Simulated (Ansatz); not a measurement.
Wanted: the native input for an Ansatz 0.2.0 run.

- Task: projected density of states
- Functional: PBEsol
- Potentials or basis: Ansatz PAW
- Cutoff: 420 eV (not typed: the program's choice for these potentials)
- k mesh: 11 × 11 × 11
- Occupations: fermi-dirac, width 0.05 eV
- Spin: no spin polarisation
- Hubbard terms: Nb d U = 3 eV
- Hubbard projectors: ortho-atomic (the default)
- Double counting: fll (the default)

Crystal: NbAs.

```
Nb As
1.0
    -1.72585    1.72585    5.84000
     1.72585   -1.72585    5.84000
     1.72585    1.72585   -5.84000
Nb As
2 2
Direct
  0.50000 0.00000 0.50000
  0.75000 0.75000 0.00000
  0.91600 0.41600 0.50000
  0.16600 0.16600 0.00000
```

The input as run:

input.yaml

```yaml
crystal:
  lattice:
    - [-1.72585, 1.72585, 5.84]
    - [1.72585, -1.72585, 5.84]
    - [1.72585, 1.72585, -5.84]
  atoms:
    - { symbol: Nb, position: [0.5, 0.0, 0.5] }
    - { symbol: Nb, position: [0.75, 0.75, 0.0] }
    - { symbol: As, position: [0.916, 0.416, 0.5] }
    - { symbol: As, position: [0.166, 0.166, 0.0] }
hamiltonian:
  xc: pbesol
  pseudopotentials: { kind: paw }
  hubbard: { sites: [{ species: Nb, l: d, u_eff: 3.0 }] }
kpoints:
  mp_grid: { grid: [11, 11, 11] }
scf:
  occupations: { method: fermi_dirac, width: 0.05 }
  n_extra_bands: 10
output:
  forces: true
  stress: true
  eigenvalues: true
  dos: { projected: true, de: 0.05, nscf_kmesh: { grid: [17, 17, 17] } }
  write_density: true
  write_potential: true
  elf: true
  volumetric_format: npy
```

Potentials or basis: Ansatz PAW.

Command:

```console
$ ansatz run input.yaml --threads 2 --pin off --max-ram 5632MiB --backend cpu --events-out ev --progress --plain --runs-dir out
```

Results of the run:

```
Pressure                             : -1.3 GPa
Largest force                        : 0.280 eV/Å
Band gap on the k mesh               : none (metal or under the smearing width)
Density of states at the Fermi level : 0.03 states/eV per cell
```

Caveat: U without spin polarisation on a metal has little footing; the PAW data sets come from PBE, with cores solved anew for the run's functional, which leaves a small shift of forces and pressure; the U is typed as a test and isn't derived for this compound.

Run time: 67 s on 2 threads of Intel(R) Xeon(R) Platinum 8259CL CPU @ 2.50GHz (Skylake/Cascade Lake), with other jobs on the host, peak memory 1.3 GiB.
